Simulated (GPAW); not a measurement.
# CoO (R-3m) in GPAW: single point with PBE

Aim: the single point of CoO with PBE.

Program: GPAW 26.7.0. These are calculated values, not measurements. Logs are shortened: lines on timing, memory, paths and dates and some standing lists are left out, and cuts for length are marked. The log counts tension as positive stress, the text compression.

### Step 1. Starting point

It takes space group R-3m (No. 166, trigonal). The conventional cell has a = 3.011 Å, b = 3.011 Å, c = 7.320 Å, α = 90.00°, β = 90.00°, γ = 120.00°. Around Co (site symmetry -3m) lie 6 O at 2.12 Å. Around O (site symmetry -3m) lie 6 Co at 2.12 Å.

The cell is a database's computed one.

### Step 2. Single point, PBE, collinear spin, ferromagnetic start

File run.py:

```python
from ase.dft.bandgap import bandgap
from ase.io import read, write
from ase.units import GPa
from gpaw import GPAW, PW

atoms = read('CoO.cif')
atoms.set_initial_magnetic_moments([3.0, 0.0])

calc = GPAW(mode=PW(600),
            xc='PBE',
            kpts={'size': (9, 9, 9), 'gamma': True},
            occupations={'name': 'fermi-dirac', 'width': 0.05},
            nbands=17,
            maxiter=120,
            txt='gpaw.txt')
atoms.calc = calc
energy = atoms.get_potential_energy()
forces = atoms.get_forces()
stress = atoms.get_stress()
calc.write('gs.gpw')
write('result.traj', atoms)
print(f'Energy: {energy:.6f} eV')
print('Forces (eV/A):')
print(forces.round(4))
print('Stress (GPa):', (stress / GPa).round(3))
print('Moments:', calc.get_magnetic_moments().round(3))
print('Fermi level:', round(calc.get_fermi_level(), 4), 'eV')
print(f'Gap: {bandgap(calc)[0]:.4f} eV, direct: {bandgap(calc, direct=True)[0]:.4f} eV')
```

File CoO.cif:

```cif
data_CoO
_cell_length_a 2.99585737
_cell_length_b 2.99585737
_cell_length_c 2.99585737
_cell_angle_alpha 60.33333983
_cell_angle_beta 60.33333983
_cell_angle_gamma 60.33333983
_space_group_name_H-M_alt 'P1'
_space_group_name_Hall 'P 1'
_space_group_IT_number 1
loop_
_space_group_symop_operation_xyz
'x,y,z'
loop_
_atom_site_label
_atom_site_type_symbol
_atom_site_symmetry_multiplicity
_atom_site_Wyckoff_symbol
_atom_site_fract_x
_atom_site_fract_y
_atom_site_fract_z
_atom_site_occupancy
Co1 Co 1 a 0.0000000000 0.0000000000 0.0000000000 1
O1 O 1 a 0.5000000000 0.5000000000 0.5000000000 1
```

Potentials or basis: GPAW PAW data sets (gpaw-data 1.2.1), pw.

Launch:

```bash
OMP_NUM_THREADS=1 python run.py
```

gpaw.txt:

```text
__  _  _
 | _ |_)|_||  |
 |__||  | ||/\| - 26.7.0

Input parameters:
  mode=PW(ecut=600.0),
  kpts=MonkhorstPack(size=(9, 9, 9), gamma=True),
  maxiter=120,
  nbands=17,
  occupations=Occupations(name='fermi-dirac', width=0.05),
  xc=XC(name='PBE')

Diagonalizing LCAO Hamiltonian
Converting LCAO to pw mode

                O

       Co

Atoms  # Å, Bohr magnetons
|   | symbol |        x |        y |        z |    initial magnetic moments |
|---|--------|----------|----------|----------|-----------------------------|
| 0 |     Co | 0.000000 | 0.000000 | 0.000000 | ( 0.0000,  0.0000,  3.0000) |
| 1 |      O | 2.980738 | 1.732510 | 1.228173 | ( 0.0000,  0.0000,  0.0000) |

Unit cell  # Å
| periodic |        x |        y |        z |  lengths |    angles |
|----------|----------|----------|----------|----------|-----------|
|      yes | 2.995857 | 0.000000 | 0.000000 | 2.995857 | 60.333340 |
|      yes | 1.482809 | 2.603159 | 0.000000 | 2.995857 | 60.333340 |
|      yes | 1.482809 | 0.861861 | 2.456346 | 2.995857 | 60.333340 |

Number of symmetries: 12
Symmetry operations  # r_c * U_cc + t_c -> r_c
|    | kind |            matrix            |
|----|------|------------------------------|
|  0 |  E   |  1, 0, 0,  0, 1, 0,  0, 0, 1 |
|  1 |  σ   |  1, 0, 0,  0, 0, 1,  0, 1, 0 |
|  2 |  σ   |  0, 1, 0,  1, 0, 0,  0, 0, 1 |
|  3 |  C3  |  0, 1, 0,  0, 0, 1,  1, 0, 0 |
|  4 |  C3  |  0, 0, 1,  1, 0, 0,  0, 1, 0 |
|  5 |  σ   |  0, 0, 1,  0, 1, 0,  1, 0, 0 |
|  6 |  C2  |  0, 0,-1,  0,-1, 0, -1, 0, 0 |
|  7 |  S6  |  0, 0,-1, -1, 0, 0,  0,-1, 0 |
|  8 |  S6  |  0,-1, 0,  0, 0,-1, -1, 0, 0 |
|  9 |  C2  |  0,-1, 0, -1, 0, 0,  0, 0,-1 |
| 10 |  C2  | -1, 0, 0,  0, 0,-1,  0,-1, 0 |
| 11 |  i   | -1, 0, 0,  0,-1, 0,  0, 0,-1 |

BZ-sampling:
  Number of BZ points: 729
  Number of IBZ points: 85

  Monkhorst-Pack size: [9, 9, 9]
  Monkhorst-Pack shift: [0, 0, 0]

K-points  # in reciprocal-cell coordinates
|     |                                coordinates |     weight |
|-----|--------------------------------------------|------------|
|   0 | (  0.00000000,   0.00000000,   0.00000000) | 0.00137174 |
|   1 | (  0.11111111,   0.00000000,  -0.11111111) | 0.00823045 |
|   2 | (  0.11111111,   0.00000000,   0.00000000) | 0.00823045 |
|   3 | (  0.11111111,   0.11111111,  -0.11111111) | 0.00823045 |
|   4 | (  0.11111111,   0.11111111,   0.00000000) | 0.00823045 |
|   5 | (  0.11111111,   0.11111111,   0.11111111) | 0.00274348 |
|   6 | (  0.22222222,  -0.11111111,  -0.11111111) | 0.00823045 |
|   7 | (  0.22222222,   0.00000000,  -0.22222222) | 0.00823045 |
|   8 | (  0.22222222,   0.00000000,  -0.11111111) | 0.01646091 |
|   9 | (  0.22222222,   0.00000000,   0.00000000) | 0.00823045 |
| ... |                                            |            |
|  84 | (  0.44444444,   0.44444444,   0.44444444) | 0.00274348 |

Plane wave coefficients: 649
Cutoff: 600.0 eV

Spin-components: 2 (collinear spins)
Bands:           17
Projectors:      11
Spin-degeneracy: 1
Datatype:        complex128

Parallelization:
  kpt:    1
  domain: 1
  band:   1

Density:
  Valence electrons: 15.0
  Components: 2
  Grid points: [18 18 18]
  Charge: 0.0  # |e|

Potential:
  Grid points: [18 18 18]

species:
  Co:
    name:    Cobalt
    Z:       27.0
    valence: 9
    core:    18
    charge:  0.0  # [|e|]
    compensation charges:
      type: gauss
      rc: 0.32  # [Å]
      lmax: 2
    cutoffs:
      filter: 1.87  # [Å]
      core: 2.55  # [Å]
    projectors
    | kind |    occ | energy [eV] | rcut [Å] |
    |------|--------|-------------|----------|
    |   4s |  2.000 |      -5.469 |    1.005 |
    |   4p |  0.000 |      -1.277 |    1.058 |
    |   3d |  7.000 |      -8.205 |    1.005 |
    |    s |        |      21.742 |    1.005 |
    |    p |        |      25.934 |    1.058 |
    |    d |        |      19.007 |    1.005 |

    Using partial waves for Co as LCAO basis

  O:
    name:    Oxygen
    Z:       8.0
    valence: 6
    core:    2
    charge:  0.0  # [|e|]
    compensation charges:
      type: gauss
      rc: 0.21  # [Å]
      lmax: 2
    cutoffs:
      filter: 1.17  # [Å]
      core: 0.83  # [Å]
    projectors
    | kind |    occ | energy [eV] | rcut [Å] |
    |------|--------|-------------|----------|
    |   2s |  2.000 |     -23.961 |    0.688 |
    |   2p |  4.000 |      -9.029 |    0.598 |
    |    s |        |       3.251 |    0.688 |
    |    p |        |      18.182 |    0.598 |
    |    d |        |       0.000 |    0.619 |

    Using partial waves for O as LCAO basis

Reference energy: -39943.562207  # eV

eigensolver:
  PPCG
  Converge bands: occupied
  niter=2

density mixing:
  MSR1-Mixer
  Pratt-step length: 0.05
  Maximum mixing coefficient: 0.75
  Old densities: 10
  SVD Regularization: 0.005
  Good broyden scale: 1.0
  Trust region scale: 1.0
  Backstep threshold: 4.0
  History deletion threshold: 6.0
  Fourier metric: weight=20.0, sigma=0.015

occupation numbers:
  Fermi-Dirac:
    width: 0.0500  # eV

poisson solver:
  ecut: 4800.0  # eV

xc functional:
  name: PBE with 2 nearest neighbor stencil

convergence criteria:
- Maximum [total energy] change in last 3 cyles: 0.0005 eV / valence electron
- Maximum integral of absolute [dens]ity change: 0.0001 electrons / valence electron
- Maximum integral of absolute [eigenst]ate change: 4e-08 eV^2 / valence electron
maximum number of iterations: 120

SCF iterations
|iter     | |      energy | eigst |  dens |  magmom |
|---------|-|-------------|-------|-------|---------|
|iter:   1| |  -14.844385 | -0.11 |       |  +3.0023|
|iter:   2| |  -14.635087 | -2.16 | -0.90 |  +3.0022|
|iter:   3| |  -14.270014 | -2.00 | -0.94 |  +3.0012|
|iter:   4| |  -14.336106 | -2.94 | -1.29 |  +2.9502|
|iter:   5| |  -14.356772 | -3.03 | -1.58 |  +2.9500|
|iter:   6| |  -14.368354 | -3.41 | -1.69 |  +2.8961|
|iter:   7| |  -14.368691 | -4.97 | -2.55 |  +2.8871|
|iter:   8| |  -14.368716c| -5.62 | -2.86 |  +2.8800|
|iter:   9| |  -14.368719c| -7.69c| -3.87 |  +2.8799|
|iter:  10| |  -14.368724c| -7.35 | -4.04c|  +2.8795|
|iter:  11| |  -14.368728c| -7.63c| -4.33c|  +2.8796|

Converged in 11 steps
Energy contributions relative to reference atoms: (reference = -39943.562207)

Energy contributions:
  Kinetic:          27.214943
  Coulomb:         -23.606368
  Zero:              0.040770
  External:          0.000000
  Xc:              -18.000809
  Entropy:          -0.034527
  Spinorbit:         0.000000
  ----------------------------
  Free energy:     -14.385992
  Extrapolated:    -14.368728

dipole moment: (-15.866158, -9.221973, -6.537437)  # |e|*Ang

Total magnetic moment: (0.000000, 0.000000, 2.879635)

Local magnetic moments
|        x |        y |        z |
|----------|----------|----------|
| 0.000000 | 0.000000 | 2.493584 |  # Co   0
| 0.000000 | 0.000000 | 0.223916 |  # O    1

Fermi level: 8.921
Eigenvalues  # (at kpt = [0.000, 0.000, 0.000])
| band index |      eig [eV] | occ [0-1] |      eig [eV] | occ [0-1] |
|------------|---------------|-----------|---------------|-----------|
|          0 |       -11.467 |     1.000 |       -10.994 |     1.000 |
|          1 |         5.636 |     1.000 |         6.162 |     1.000 |
|          2 |         5.636 |     1.000 |         6.162 |     1.000 |
|          3 |         5.645 |     1.000 |         6.218 |     1.000 |
|          4 |         5.645 |     1.000 |         7.776 |     1.000 |
|          5 |         5.687 |     1.000 |         7.776 |     1.000 |
[... 9 lines left out ...]
|         15 |        30.285 |     0.000 |        31.279 |     0.000 |
|         16 |        30.429 |     0.000 |        31.426 |     0.000 |

No gap
No difference between direct/indirect transitions

Forces  # eV/Ang
|        x |       y |        z |
|----------|---------|----------|
| -0.00000 | 0.00000 |  0.00000 |  # Co   0
|  0.00000 | 0.00000 | -0.00000 |  # O    1

Stress tensor  # eV/Ang^3
|        x |        y |        z |
|----------|----------|----------|
| 0.031981 | 0.001085 | 0.000769 |
| 0.001085 | 0.030745 | 0.000447 |
| 0.000769 | 0.000447 | 0.030432 |

# Writing to gs.gpw (mode='')
```

Wall time 48 s (1 thread of Arm Neoverse V2, shared host); peak memory 0.17 GiB.

What came out:

- Free energy: -14.3860 eV
- Pressure: -5.0 GPa
- Band gap on the k mesh: none (metal or under the smearing width)
- Net moment: 2.88 μB per cell
- Site moments: Co +2.49; O +0.22 μB

Caveat: the cutoff is short for stress and forces, so pressures can be off by a GPa or more; a cell with one magnetic atom can't hold antiferromagnetic order, which such compounds often take; semilocal functionals often make such compounds metallic where correlation or magnetic order opens a gap, which also shifts bond lengths. With open d or f shells a metallic result of PBE can be an artefact of self-interaction; +U or a hybrid may open a gap.
